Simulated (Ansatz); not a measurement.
Program: Ansatz. Geometries: PBE0-D4/def2-TZVP. ΔE: electronic, gas phase. CCSD(T)/CBS is the MP2 limit (def2-TZVPP, def2-QZVPP) plus CCSD(T) − MP2 in def2-TZVPP, frozen cores. This one scheme is used for every species. Functionals use def2-TZVPP. B3LYP here is the variant with VWN-RPA as its local correlation; programs differ in this. For Se outer-core shells are correlated without core-valence functions, which leaves a few kJ/mol of doubt a bond. Scalar relativity is left out up to krypton. One conformer a species, not always the lowest.

`C/C(O)=C\[SeH]` + `FC(F)F` → `FC(F)(F)[SeH]` + `C=C(C)O`  (formal exchange of groups at the Se–C bond)

```tsv
level	ΔE (kJ/mol)	difference from CCSD(T)/CBS
r2SCAN-D4	7.6	-9.8
PBE0-D4	16.5	-0.9
ωB97X-V	12.2	-5.2
ωB97M-V	10.3	-7.1
B2PLYP	15.2	-2.2
r2SCAN	6.9	-10.5
B3LYP	9.7	-7.7
MP2/def2-TZVPP	25.6	8.2
CCSD(T)/def2-TZVPP	20.4	3.0
SCS-MP2/def2-QZVPP	22.2	4.8
CCSD(T)/CBS	17.4	0
```

Largest T1 diagnostic among the species: 0.012.

The D4 term adds +3.1 kJ/mol with B3LYP and +2.0 kJ/mol with PBE0; it sums over pairs of atoms, weighted by their polarisabilities, and B3LYP, whose exchange is more repulsive, gets the larger term. From PBE to PBE0 (25 % exact exchange), in def2-TZVPP and without D4, ΔE moves by +5.1 kJ/mol.

CCSD(T)/CBS has its own doubt, a few kJ/mol and more with outer-core shells, so smaller differences from it don't rank the levels.
